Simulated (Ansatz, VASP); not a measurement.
# InGa2Sb2As in two plane-wave programs, part 2 of 2

Aim: how closely do two programs agree when they are given the same cell, functional and k mesh? The cell is taken from a series of runs on this material, whose earlier steps may have relaxed, scaled, displaced or heated it; both programs get it as it stands.

VASP 6.6.1 and Ansatz 0.2.0.

So far. Step 2 (VASP: single point, HSE06): The run ends at a pressure of 2.12 GPa, with forces up to 0.090 eV/Å.

## 3. Ansatz: single point, HSE06

Level of this step: Ansatz beside VASP: Kohn-Sham DFT, plane waves, HSE06 (Ansatz).

Ansatz runs on its PAW soft_1 files.

The same cell, functional, mesh and smearing now go to Ansatz, which takes its cutoff from its data sets.

Input file input.yaml:

```yaml
crystal:
  lattice:
    - [4.2834150196, 0.0, 0.0]
    - [0.0, 4.2681285361, 0.0]
    - [0.0, 0.0, 18.1007615416]
  atoms:
    - { symbol: In, position: [0.0, 0.0, 0.0475887785] }
    - { symbol: As, position: [0.5, 0.0, 0.1300715094] }
    - { symbol: In, position: [0.5, 0.5, 0.2134118397] }
    - { symbol: As, position: [0.0, 0.5, 0.2966593053] }
    - { symbol: Ga, position: [0.0, 0.0, 0.3684557018] }
    - { symbol: Sb, position: [0.5, 0.0, 0.4515433353] }
    - { symbol: Ga, position: [0.5, 0.5, 0.5350221727] }
    - { symbol: Sb, position: [0.0, 0.5, 0.6182564327] }
    - { symbol: Ga, position: [0.0, 0.0, 0.7019893134] }
    - { symbol: Sb, position: [0.5, 0.0, 0.785117112] }
    - { symbol: Ga, position: [0.5, 0.5, 0.8690655125] }
    - { symbol: Sb, position: [0.0, 0.5, 0.9514765528] }
kpoints:
  mp_grid: { grid: [4, 4, 2] }
hamiltonian:
  xc: hse06
  pseudopotentials: { kind: paw, azcp: { folder: soft_1 } }
scf:
  occupations: { method: fermi_dirac, width: 0.03 }
  n_extra_bands: 8
output:
  eigenvalues: true
```

On the command line:

```bash
> ansatz run input.yaml --threads 3 --pin off --max-ram 92160MiB --backend cuda --events-out ev --progress --plain --runs-dir out --devices 1 --max-vram 13GiB
```

Numbers of over 12 decimals in the logs are rounded to 6 here.

Log:

```text
scf.n_extra_bands = 8 over 84 filled bands (N_el = 168.0): the run solves 92 bands
GPUs: using 1 of 1 available (devices: 1).
Engine: ansatz 0.2.0, x86_64-unknown-linux-gnu
Pseudopotentials: kind: paw
Pseudopotential: In, paw, valence charge 13, recommended cutoff 420 eV (normal), soft_1/In.paw.azcp
Pseudopotential: As, paw, valence charge 15, recommended cutoff 420 eV (normal), soft_1/As.paw.azcp
Pseudopotential: Ga, paw, valence charge 13, recommended cutoff 420 eV (normal), soft_1/Ga.paw.azcp
Pseudopotential: Sb, paw, valence charge 15, recommended cutoff 420 eV (normal), soft_1/Sb.paw.azcp
Functional definition: HSE06
  parameter a = 0.25
  parameter omega = 0.11/bohr
  exchange = pbe_x - a*pbe_x_sr(omega) + a*exact_x_sr(omega)
  correlation = pbe_c
device memory: the entry about to start is reckoned to put 4.8 GiB on a device that reports 46.5 GiB free (of which the cap on the GPU budget leaves the run 13.0 GiB)
GPU FFT provider: cuFFT
GPU libraries: cuBLAS 13.8.2, cuFFT 12.4.0, cuSOLVER 12.3.4
Crystal: 12 atoms, lattice volume = 330.921 Å³
Basis set: ecut = 420 eV, 6433 PW (Γ)
Bands: 92, of which v1, the nominal top of the filled ones, is band 84 counted from 1 (83 counted from 0)
Symmetry: 4 space group operations
Space group: Pmm2 (ITA 25), of the structure as read, at distance tolerance 6.9e-5 Å
k-points: 18 of 32
Non-local potential: In, projectors of the file, l = 0: 2, l = 1: 2, l = 2: 2, l = 3: 1
Non-local potential: As, projectors of the file, l = 0: 2, l = 1: 2, l = 2: 3, l = 3: 1
Non-local potential: Ga, projectors of the file, l = 0: 2, l = 1: 2, l = 2: 3, l = 3: 1
Non-local potential: Sb, projectors of the file, l = 0: 2, l = 1: 2, l = 2: 2, l = 3: 1
PAW form: soft (Blöchl's): semilocal exchange-correlation on the pseudo side does not see the compensation charge
PAW frozen core: In, regenerated for the run's functional, and the local potential with it (the file was generated under x = pbe(κ = 0.804, μ = 0.219515), c = pbe(β = 0.066725))
PAW frozen core: As, regenerated for the run's functional, and the local potential with it (the file was generated under x = pbe(κ = 0.804, μ = 0.219515), c = pbe(β = 0.066725))
PAW frozen core: Ga, regenerated for the run's functional, and the local potential with it (the file was generated under x = pbe(κ = 0.804, μ = 0.219515), c = pbe(β = 0.066725))
PAW frozen core: Sb, regenerated for the run's functional, and the local potential with it (the file was generated under x = pbe(κ = 0.804, μ = 0.219515), c = pbe(β = 0.066725))
PAW one-centre angular grid: In, 590 points (default); XC on 64 Gauss nodes
PAW one-centre angular grid: As, 590 points (default); XC on 64 Gauss nodes
PAW one-centre angular grid: Ga, 590 points (default); XC on 64 Gauss nodes
PAW one-centre angular grid: Sb, 590 points (default); XC on 64 Gauss nodes
Initial density: superposition of atomic densities (chi_scale 0.1, normalization cell, long waves kept (reshape's long-wave potential 0.56 eV rms))
Initial wavefunctions: pseudopotential atomic-orbital guess
GPU buffer pool allocated for 112500 grid points (all kernels)
GPU transforms: local potential and band sums: pruned to the plane-wave sphere, on 30×30×125
Functional: x = pbe(κ = 0.804, μ = 0.219515), c = pbe(β = 0.066725), warm-up for x = pbe(κ = 0.804, μ = 0.219515) + 0.25 (exact − pbe) at short range (hse, ω = 0.207870 Å⁻¹), c = pbe(β = 0.066725); HSE06 as pw.x's `hse` composes it (authors' and Libxc's form: `xc: wpbeh`)
SCF iter   1: F=—  HF=-61980.343585 eV  |F-HF|=—  |Δ(HF+E_count)|=         —  Δρ=3.21e-2  dr2=6.62e0  ethr=1.00e-1  ⟨swp⟩=4.7  Hψ=4341  notcnv=0
preconditioner: auto → none  [insulator: Δε(μ)=0.128 eV  Ē_g=12.798 eV  σ=0.030 eV  W_gap=0.77  n_scr=86 (ndim 8)  ℏωp=21.2 eV  f_vac=0.005  D(μ)=0.59/eV (n_scr^D=2)]
SCF iter   2: F=—  HF=-61980.269795 eV  |F-HF|=—  |Δ(HF+E_count)|=   7.38e-2  Δρ=1.61e-2  dr2=2.85e0  ethr=3.94e-3  ⟨swp⟩=7.7  Hψ=4407  notcnv=0  defer=58
preconditioner: auto → Kerker (q_TF=auto, 2.437 Å⁻¹)  [metal: Δε(μ)=0.020 eV  Ē_g=12.712 eV  σ=0.030 eV  W_gap=0.17  n_scr=86 (ndim 8)  ℏωp=21.2 eV  f_vac=0.031  D(μ)=1.29/eV (n_scr^D=4)]
SCF iter   3: F=—  HF=-61980.125753 eV  |F-HF|=—  |Δ(HF+E_count)|=   1.44e-1  Δρ=1.19e-2  dr2=1.08e0  ethr=1.70e-3  ⟨swp⟩=5.8  Hψ=3557  notcnv=0  defer=22
iter 4 solved again at ethr=3.16e-5 eV; its pass at ethr=6.42e-4 eV (dr2=5.31e-2 eV) is discarded
SCF iter   4: F=—  HF=-61980.036429 eV  |F-HF|=—  |Δ(HF+E_count)|=   8.93e-2  Δρ=3.54e-3  dr2=5.39e-2  ethr=3.16e-5  ⟨swp⟩=6.0  Hψ=8213  notcnv=1  defer=10
SCF iter   5: F=—  HF=-61980.028196 eV  |F-HF|=—  |Δ(HF+E_count)|=   8.23e-3  Δρ=2.05e-3  dr2=2.51e-2  ethr=3.16e-5  ⟨swp⟩=5.8  Hψ=4358  notcnv=0  defer=15
SCF iter   6: F=—  HF=-61980.034022 eV  |F-HF|=—  |Δ(HF+E_count)|=   5.83e-3  Δρ=1.36e-3  dr2=1.12e-2  ethr=1.49e-5  ⟨swp⟩=5.7  Hψ=4560  notcnv=1  defer=6
[...]
Frozen-core exchange: fock
iter 1 solved again at ethr=4.62e-5 eV; its pass at ethr=1.00e-1 eV (dr2=7.76e-2 eV) is discarded
SCF iter   1: F=—  HF=-62010.020860 eV  |F-HF|=—  |Δ(HF+E_count)|=         —  Δρ=1.09e-2  dr2=1.61e-1  ethr=4.62e-5  ⟨swp⟩=5.2  Hψ=9552  notcnv=0
eigensolver tolerance schedule calibrated: the retry pair's looser diagonalisation under-reported the residual by θ = 0.47 (0.14/decade); ethr = c·dr2/N_el runs at the constant in force after the calibration composes with the one it found (an armed cap, an earlier calibration), c = 5.0e-2
preconditioner: auto → none  [insulator: Δε(μ)=0.500 eV  Ē_g=14.976 eV  σ=0.030 eV  W_gap=1.00  n_scr=86 (ndim 8)  ℏωp=21.2 eV  f_vac=0.082  D(μ)=0.00/eV (n_scr^D=0)]
SCF iter   2: F=—  HF=-62009.951553 eV  |F-HF|=—  |Δ(HF+E_count)|=   6.93e-2  Δρ=2.63e-3  dr2=4.33e-2  ethr=4.39e-5  ⟨swp⟩=5.4  Hψ=5186  notcnv=0
[...]
SCF iter   6: F=—  HF=-62010.007310 eV  |F-HF|=—  |Δ(HF+E_count)|=   5.34e-4  Δρ=1.75e-4  dr2=1.77e-3  ethr=1.03e-6  ⟨swp⟩=4.6  Hψ=4228  notcnv=0
SCF iter   7: F=—  HF=-62010.007152 eV  |F-HF|=—  |Δ(HF+E_count)|=   1.58e-4  Δρ=1.25e-4  dr2=3.53e-4  ethr=3.87e-7  ⟨swp⟩=4.6  Hψ=3635  notcnv=0
SCF iter   8: F=—  HF=-62010.008968 eV  |F-HF|=—  |Δ(HF+E_count)|=   1.82e-3  Δρ=2.02e-4  dr2=5.05e-4  ethr=2.25e-8  ⟨swp⟩=5.6  Hψ=6612  notcnv=0
SCF iter   9: F=-62010.008881 eV  HF=-62010.008889 eV  |F-HF|=8.33e-6  |Δ(HF+E_count)|=   7.94e-5  Δρ=4.19e-5  dr2=2.27e-5  ethr=2.25e-8  ⟨swp⟩=5.1  Hψ=4503  notcnv=0
SCF 2 stopped early in 9 iterations: F = -62010.008881 eV  dr2 = 2.27e-5
hybrid outer 1: dexx = +7.125e-2 eV, tail = 3.60e-4 eV
GPU FFT provider: cuFFT
GPU libraries: cuBLAS 13.8.2, cuFFT 12.4.0, cuSOLVER 12.3.4
GPU buffer pool allocated for 112500 grid points (all kernels)
GPU transforms: local potential and band sums: pruned to the plane-wave sphere, on 30×30×125
Exchange kernel: α = 0.2500, screened, ω = 0.2079 Å⁻¹, Wigner–Seitz truncation, v(0) = 1042.1547 eV·Å³, q-mesh 4×4×2, nearest image of the exchange supercell L = 17.07 Å, pair-density grid 20×20×80, without the augmentation charges, whose exchange is taken in its separable form by FFT convolution over the k-point mesh (sized by the pseudopotential files, 30×30×125 at the most), smooth part of the exact exchange by density-matrix convolution in up to 10.17 GiB of GPU memory as planned if the GPU has room (build and FFT work areas not counted)
Frozen-core exchange: fock
SCF iter   1: F=—  HF=-62010.008595 eV  |F-HF|=—  |Δ(HF+E_count)|=         —  Δρ=5.69e-5  dr2=1.89e-5  ethr=1.07e-6  ⟨swp⟩=7.2  Hψ=3864  notcnv=0
preconditioner: auto → none  [insulator: Δε(μ)=0.613 eV  Ē_g=14.861 eV  σ=0.030 eV  W_gap=1.00  n_scr=86 (ndim 8)  ℏωp=21.2 eV  f_vac=0.082  D(μ)=0.00/eV (n_scr^D=0)]
SCF iter   2: F=—  HF=-62010.008599 eV  |F-HF|=—  |Δ(HF+E_count)|=   4.85e-6  Δρ=2.89e-5  dr2=3.85e-6  ethr=7.88e-9  ⟨swp⟩=4.7  Hψ=5039  notcnv=0
SCF iter   3: F=—  HF=-62010.008608 eV  |F-HF|=—  |Δ(HF+E_count)|=   8.67e-6  Δρ=1.59e-5  dr2=2.35e-6  ethr=1.46e-9  ⟨swp⟩=6.2  Hψ=4770  notcnv=0  defer=4
SCF iter   4: F=—  HF=-62010.008608 eV  |F-HF|=—  |Δ(HF+E_count)|=   2.24e-7  Δρ=7.31e-6  dr2=1.71e-6  ethr=1.32e-9  ⟨swp⟩=4.7  Hψ=3830  notcnv=0
iter 5 solved again at ethr=1.96e-11 eV; its pass at ethr=9.38e-10 eV (dr2=3.29e-8 eV) is discarded
SCF iter   5: F=-62010.008607 eV  HF=-62010.008607 eV  |F-HF|=2.73e-8  |Δ(HF+E_count)|=   3.57e-7  Δρ=2.22e-6  dr2=6.05e-8  ethr=1.96e-11  ⟨swp⟩=4.6  Hψ=8258  notcnv=0
eigensolver tolerance schedule: the retry pair's looser diagonalisation over-reported the residual by 0.16 of it (diagonalisation noise at 0.17 of the residual, at the tolerance the schedule requests for it); recorded, not acted on — ethr = c·dr2/N_el stays at c = 1.0e-1
SCF 3 converged in 5 iterations: F = -62010.008607 eV  dr2 = 6.05e-8
hybrid outer 2: dexx = +9.566e-6 eV, tail = 3.49e-7 eV, Δε = 5.14e-3 eV (about 2.09e-4 eV left of the loop's levels)
hybrid SCF converged: 2 outer / 14 inner (+22 warm-up), last move |dexx| = 9.57e-6 eV, tail = 3.49e-7 eV
Stability not checked: this state was not tested for a lower state beside it, because the functional holds exact exchange (a hybrid, or Hartree-Fock), whose exchange loop this test does not read (fock_operator; see scf.lower_state_search)
Free energy (F): -62010.008607 eV
Frozen-core exchange: fock
Harris-Foulkes:  -62010.008607 eV  (|F-HF|=2.73e-8)
Internal energy: -62010.008605 eV  (E = F + TS)
E sigma→0 (E₀):  -62010.008606 eV
Entropy (-TS):   -0.000002 eV (-0.000 meV/atom)
Fermi energy:    8.253200 eV
--- Per-component energies (eV) ---
  E_band       = -1998.052530
  E_kinetic    = 1732.530155
  E_local      = -20399.384315  (includes V_loc(G=0)·N_el)
  E_nonlocal   = 1052.238392
  E_hartree    = 10401.562953
  E_xc         = -863.838910
  E_vxc        = -730.986330  (∫ρ·V_xc dr)
  E_exx        = -542.473719  (= α·E_x^exact, valence–valence)
  E_paw        = -38303.538375  (= ΣΔE_a)
  E_vpaw       = -3370.628452  (= ΣTr[D̂ρ^β])
  E_aug_tail   = 0.000032  (compensation charges beyond the density's cutoff)
  E_ewald      = -15087.157073
  E_core_change = 0.052254  (= ΣΔE_core)
  E_smearing   = -0.000002  (= −TS)
  E_closure    = -0.000000  (closes the sum)
  Σ components = -62010.008607   (vs F -62010.008607, Δ=0.00e0)
--- Band table (eV; the first three rows and the last of 18) ---
  k-point 0: bands = [... 80 lower, 6.9420, 7.7519, 7.7782, 7.9466, 8.5594, 9.3226, 9.4403, 9.5393, ... 4 higher]
  k-point 1: bands = [... 80 lower, 7.2346, 7.2352, 7.5695, 7.8031, 9.2270, 9.2836, 9.5260, 9.6679, ... 4 higher]
  k-point 2: bands = [... 80 lower, 6.8435, 6.8554, 7.0078, 7.4609, 9.4231, 9.6463, 9.9007, 10.2090, ... 4 higher]
  k-point 17: bands = [... 80 lower, 4.8016, 4.8168, 4.8302, 4.8903, 9.8724, 9.9301, 9.9880, 10.0672, ... 4 higher]
```

In the SCF lines HF is the Harris–Foulkes energy and dr2 the Hartree energy of the density residual, in eV; the loop may stop once dr2 is under the threshold and the program's other checks hold. Hψ counts applications of the Hamiltonian.

## 4. Side by side

Known differences besides the potentials themselves: exact exchange at q = 0 is treated differently, which shows on coarse meshes; VASP keeps PBE cores, Ansatz makes them for the functional; the data sets hold 168 valence electrons in Ansatz (on its PAW soft_1 files) and 108 in VASP; the cutoff is 420 eV in Ansatz and 400 eV in VASP; VASP takes a coarser grid for exact exchange (PRECFOCK = Fast). Total energies have different zeros and are not compared.

Compared:

```csv
quantity,Ansatz,VASP,difference
gap on the k mesh (eV),0.613,0.630,-0.018
```

A gap on the mesh is an upper bound, since the band edges may lie between its points.

## 5. Outcome

* difference in gap on the k mesh (single point, HSE06): -0.018 eV

The difference in gap on the k mesh is -0.018 eV (single point, HSE06), within the 0.08 eV picked in this series as the mark of a large difference. The data sets hold unlike numbers of valence electrons (168 in Ansatz and 108 in VASP), so part of the differences comes from the potentials. How closely two codes agree says nothing of how well the functional describes the real material.

[Lines on the potential files, build, host, timing and source positions are cut from VASP's logs without a mark.]

[Logs are printed without paths, hosts, clocks, repeated set-up lines and the standing remarks that a program may print on its own settings, such as how far it seeks lower states.]

[Hosts, paths, dates, database ids (printed as entryN), source tags and the programs' standing remarks are cut or masked in the printed files.]
